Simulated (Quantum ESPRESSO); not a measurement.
# SnTe (Fm-3m) in Quantum ESPRESSO: a series of runs, part 2 of 2

Quantum ESPRESSO 7.5. Earlier steps stand in the parts before.

### Step 4. Single point, r2SCAN-X

File pw.in:

```
&CONTROL
  calculation = 'scf'
  prefix = 'pwscf'
  outdir = './tmp'
  pseudo_dir = './pseudo'
  tprnfor = .true.
  disk_io = 'nowf'
/
&SYSTEM
  ibrav = 0
  nat = 2
  ntyp = 2
  ecutwfc = 70
  nbnd = 21
  input_dft = 'XC-005I-000I-000I-000I-497L-498L'
  occupations = 'smearing'
  smearing = 'fd'
  degauss = 0.00367493
  nqx1 = 2
  nqx2 = 2
  nqx3 = 2
  ecutfock = 140
  exx_fraction = 0.5
  nosym = .true.
/
&ELECTRONS
  conv_thr = 1d-07
  electron_maxstep = 120
  mixing_beta = 0.5
  adaptive_thr = .true.
/
ATOMIC_SPECIES
Te   127.6000 Te_ONCV_PBE-1.2.upf
Sn   118.7100 Sn_ONCV_PBE-1.2.upf
CELL_PARAMETERS angstrom
   0.0000000000    3.1508500000    3.1508500000
   3.1508500000    0.0000000000    3.1508500000
   3.1508500000    3.1508500000    0.0000000000
ATOMIC_POSITIONS crystal
Te     0.5000000000    0.5000000000    0.5000000000
Sn     0.0000000000    0.0000000000    0.0000000000
K_POINTS automatic
2 2 2 0 0 0
```

Potentials or basis: SG15 PBE 1.2.

Run with:

```sh
OMP_NUM_THREADS=1 mpirun -n 2 pw.x -in pw.in > pw.out
```

pw.out:

```text
This program is part of the open-source Quantum ESPRESSO suite
     for quantum simulation of materials; please cite
         "P. Giannozzi et al., J. Phys.:Condens. Matter 21 395502 (2009);
         "P. Giannozzi et al., J. Phys.:Condens. Matter 29 465901 (2017);
         "P. Giannozzi et al., J. Chem. Phys. 152 154105 (2020);
     in publications or presentations arising from this work. More details at

     Message from routine matching_shortIDs:
     WARNING: an LDA/GGA functional has been found, but Libxc GGA/mGGA functionals already include the LDA/GGA terms.

     IMPORTANT: XC functional enforced from input :
     Exchange-correlation= XC-005I-000I-000I-000I-497L-498L
                           (   5   0   0   0   0 497 498)
     EXX-fraction              =        1.00
     Any further DFT definition will be discarded
     Please, verify this is what you really want

     EXX fraction changed:   0.50

     Subspace diagonalization in iterative solution of the eigenvalue problem:
     a serial algorithm will be used

     EXX: q-point mesh:     2    2    2
     EXX: setup a grid of 8 q-points centered on each k-point
     (k+q)-points:
   0.0000000   0.0000000   0.0000000         1    1
  -0.3535534  -0.3535534   0.3535534         2    1
  -0.3535534   0.3535534  -0.3535534         3    1
  -0.7071068  -0.0000000   0.0000000         4    1
   0.3535534  -0.3535534  -0.3535534         5    1
  -0.0000000  -0.7071068   0.0000000         6    1
   0.0000000  -0.0000000  -0.7071068         7    1
  -0.3535534  -0.3535534  -0.3535534         8    1

     --------------------
     sticks:   dense  smooth     PW     G-vecs:    dense   smooth      PW
     Min         684     684    189                16742    16742    2513
     Max         685     685    190                16745    16745    2516
     Sum        1369    1369    379                33487    33487    5029

     Using Slab Decomposition

     bravais-lattice index     =            0
     lattice parameter (alat)  =       8.4206  a.u.
     unit-cell volume          =     422.1918 (a.u.)^3
     number of atoms/cell      =            2
     number of atomic types    =            2
     number of electrons       =        30.00
     number of Kohn-Sham states=           21
     kinetic-energy cutoff     =      70.0000  Ry
     charge density cutoff     =     280.0000  Ry
     cutoff for Fock operator  =     140.0000  Ry
     scf convergence threshold =      1.0E-07
     mixing beta               =       0.5000
     number of iterations used =            8  plain     mixing
     Exchange-correlation= XC-005I-000I-000I-000I-497L-498L
                           (   5   0   0   0   0 497 498)
     EXX-fraction              =        0.50

     celldm(1)=   8.420572  celldm(2)=   0.000000  celldm(3)=   0.000000
     celldm(4)=   0.000000  celldm(5)=   0.000000  celldm(6)=   0.000000

     crystal axes: (cart. coord. in units of alat)
               a(1) = (   0.000000   0.707107   0.707107 )
               a(2) = (   0.707107   0.000000   0.707107 )
               a(3) = (   0.707107   0.707107   0.000000 )

     reciprocal axes: (cart. coord. in units 2 pi/alat)
               b(1) = ( -0.707107  0.707107  0.707107 )
               b(2) = (  0.707107 -0.707107  0.707107 )
               b(3) = (  0.707107  0.707107 -0.707107 )

     PseudoPot. # 1 for Te read from file:
     Te_ONCV_PBE-1.2.upf
     Pseudo is Norm-conserving, Zval = 16.0
     Generated using ONCVPSP code by D. R. Hamann
     Using radial grid of  602 points,  6 beta functions with:
                l(1) =   0
                l(2) =   0
                l(3) =   1
                l(4) =   1
                l(5) =   2
                l(6) =   2

     PseudoPot. # 2 for Sn read from file:
     Sn_ONCV_PBE-1.2.upf
     Pseudo is Norm-conserving, Zval = 14.0
     Generated using ONCVPSP code by D. R. Hamann
     Using radial grid of  602 points,  6 beta functions with:
                l(1) =   0
                l(2) =   0
                l(3) =   1
                l(4) =   1
                l(5) =   2
                l(6) =   2

     atomic species   valence    mass     pseudopotential
     Te               16.00   127.60000     Te( 1.00)
     Sn               14.00   118.71000     Sn( 1.00)

     No symmetry found

   Cartesian axes

     site n.     atom                  positions (alat units)
         1        Te     tau(   1) = (   0.7071068   0.7071068   0.7071068  )
         2        Sn     tau(   2) = (   0.0000000   0.0000000   0.0000000  )

     number of k points=     8  Fermi-Dirac smearing, width (Ry)=  0.0037
                       cart. coord. in units 2pi/alat
        k(    1) = (   0.0000000   0.0000000   0.0000000), wk =   0.2500000
        k(    2) = (  -0.3535534  -0.3535534   0.3535534), wk =   0.2500000
        k(    3) = (  -0.3535534   0.3535534  -0.3535534), wk =   0.2500000
        k(    4) = (  -0.7071068   0.0000000   0.0000000), wk =   0.2500000
        k(    5) = (   0.3535534  -0.3535534  -0.3535534), wk =   0.2500000
        k(    6) = (   0.0000000  -0.7071068   0.0000000), wk =   0.2500000
        k(    7) = (   0.0000000   0.0000000  -0.7071068), wk =   0.2500000
        k(    8) = (  -0.3535534  -0.3535534  -0.3535534), wk =   0.2500000

     Dense  grid:    33487 G-vectors     FFT dimensions: (  45,  45,  45)

     WARNING: libxc functional with ID  497 depends
      on external parameters: check the user_guide of
      QE if you need to modify them or to check their
      default values.

     WARNING: libxc functional with ID  498 depends
      on external parameters: check the user_guide of
      QE if you need to modify them or to check their
      default values.
     EXX: ACE will be initialized later

     Initial potential from superposition of free atoms

     starting charge      29.8745, renormalised to      30.0000
     Starting wfcs are random

     Self-consistent Calculation

     iteration #  1     ecut=    70.00 Ry     beta= 0.50
     Davidson diagonalization with overlap
     ethr =  1.00E-02,  avg # of iterations =  9.6

     total energy              =    -323.32226520 Ry
     estimated scf accuracy    <      78.48050511 Ry

     iteration #  2     ecut=    70.00 Ry     beta= 0.50
     Davidson diagonalization with overlap
     ethr =  1.00E-02,  avg # of iterations =  1.1

     total energy              =    -323.59418382 Ry
     estimated scf accuracy    <      18.90166216 Ry

     iteration #  3     ecut=    70.00 Ry     beta= 0.50
     Davidson diagonalization with overlap
     ethr =  1.00E-02,  avg # of iterations =  1.0

     total energy              =    -323.61165888 Ry
     estimated scf accuracy    <       0.01532042 Ry

     iteration #  4     ecut=    70.00 Ry     beta= 0.50
     Davidson diagonalization with overlap
     ethr =  5.11E-05,  avg # of iterations =  5.1

     total energy              =    -323.61281116 Ry
     estimated scf accuracy    <       0.00220626 Ry
[... 45 lines left out ...]
   -41.3588 -41.3583 -41.3451 -41.3444 -41.3443 -28.1641 -28.1605 -28.1603
   -28.1592 -28.1533 -11.4398  -7.4924  -3.1237  -1.8428  -1.8427   5.6076
     5.6077   6.6846   7.2310  12.3833  14.3689

          k =-0.3536-0.3536-0.3536 (  4164 PWs)   bands (ev):

   -41.3585 -41.3584 -41.3448 -41.3446 -41.3445 -28.1628 -28.1621 -28.1620
   -28.1559 -28.1557 -11.5569  -8.3575  -0.2128  -0.2127   0.6750   2.1579
     2.1581   2.2367  12.2701  12.2982  13.1755

     the Fermi energy is     1.3967 ev

!    total energy              =    -323.61308321 Ry
     estimated scf accuracy    <       0.00096265 Ry
     smearing contrib. (-TS)   =      -0.00000006 Ry
     internal energy E=F+TS    =    -323.61308315 Ry

     convergence has been achieved in   5 iterations

     Using ACE for calculation of exact exchange

     EXX grid:    11791 G-vectors     FFT dimensions: (  32,  32,  32)
     ACE projected onto    21 (nbndproj) and applied to    21 (nbnd) bands

     EXX: now go back to refine exchange calculation

     Self-consistent Calculation

     iteration #  1     ecut=    70.00 Ry     beta= 0.50
     Davidson diagonalization with overlap
     ethr =  7.35E-06,  avg # of iterations =  7.8

     total energy              =    -292.07685800 Ry
     estimated scf accuracy    <       2.60044219 Ry

     iteration #  2     ecut=    70.00 Ry     beta= 0.50
     Davidson diagonalization with overlap
     ethr =  8.67E-03,  avg # of iterations =  1.0

     total energy              =    -292.13724443 Ry
     estimated scf accuracy    <       0.11638952 Ry

     iteration #  3     ecut=    70.00 Ry     beta= 0.50
     Davidson diagonalization with overlap
     ethr =  3.88E-04,  avg # of iterations =  2.0

     total energy              =    -292.14618226 Ry
     estimated scf accuracy    <       0.01020046 Ry

     iteration #  4     ecut=    70.00 Ry     beta= 0.50
     Davidson diagonalization with overlap
     ethr =  3.40E-05,  avg # of iterations =  1.0
[... 490 lines left out ...]
   -27.4694 -27.4565 -27.4367 -27.4351 -27.4351 -14.0554 -13.9889 -13.9872
   -13.9585 -13.9585  -4.0084   1.1975   2.8018   4.8228   4.8228  14.7997
    16.9183  16.9183  18.5123  23.0807  23.3913

          k =-0.3536-0.3536-0.3536 (  4164 PWs)   bands (ev):

   -27.4291 -27.4291 -27.4004 -27.3938 -27.3938 -14.0399 -14.0399 -13.9953
   -13.9883 -13.9883  -4.3574  -1.1203   7.1767   7.1767   9.1636  11.8892
    11.9020  11.9020  20.6617  21.4786  22.4273

     the Fermi energy is    10.5210 ev

!    total energy              =    -292.25162767 Ry
     estimated scf accuracy    <       0.00000004 Ry
     smearing contrib. (-TS)   =      -0.00000000 Ry
     internal energy E=F+TS    =    -292.25162767 Ry

     convergence has been achieved in   1 iterations

     Using ACE for calculation of exact exchange
     ACE projected onto    21 (nbndproj) and applied to    21 (nbnd) bands

!!   total energy              =    -292.25162769 Ry
     Harris-Foulkes estimate   =    -292.25162772 Ry
     est. exchange err (dexx)  =       0.00000002 Ry
     - averaged Fock potential =      25.91399852 Ry
     + Fock energy (ACE)       =     -12.95691526 Ry

     EXX self-consistency reached

     Forces acting on atoms (cartesian axes, Ry/au):

     atom    1 type  1   force =    -0.00000170   -0.00000087   -0.00000070
     atom    2 type  2   force =     0.00000170    0.00000087    0.00000070

     Total force =     0.000003     Total SCF correction =     0.000070
     SCF correction compared to forces is large: reduce conv_thr to get better values

=------------------------------------------------------------------------------=
   JOB DONE.
=------------------------------------------------------------------------------=
```

Run time: 1.9 min. Hardware: 2 MPI ranks of Arm Neoverse V1, shared host; peak memory 0.24 GiB.

What came out:

```
Free energy            : -3976.2860 eV
Band gap on the k mesh : 2.73 eV, direct
```

Caveat: the k mesh is coarse (spacing up to 0.86 Å⁻¹), so the values aren't converged; the mesh is coarse for exact exchange, which widens gaps; spin-orbit coupling is left out, which moves the levels of the heavy elements. A k mesh can miss the band edges.

### Step 5. The runs side by side

| share of exact exchange | gap on the mesh (eV) |
| --- | --- |
| 0.25 | 1.45 |
| 0.35 | 1.95 |
| 0.5 | 2.73 |

Alike in all rows: task single point; level r2SCAN-X; potentials or basis SG15 PBE 1.2; no spin polarisation; cell as given; k mesh 2 × 2 × 2; cutoff (eV) 952; smearing fermi-dirac 0.05 eV; the mesh is coarse, so values aren't converged.

Caveats: all runs use coarse meshes; the mesh is coarse for exact exchange, which widens gaps; spin-orbit coupling is left out, which moves the levels of the heavy elements.

Total energies depend on the potentials used, so only differences within one code and one set of settings carry meaning.
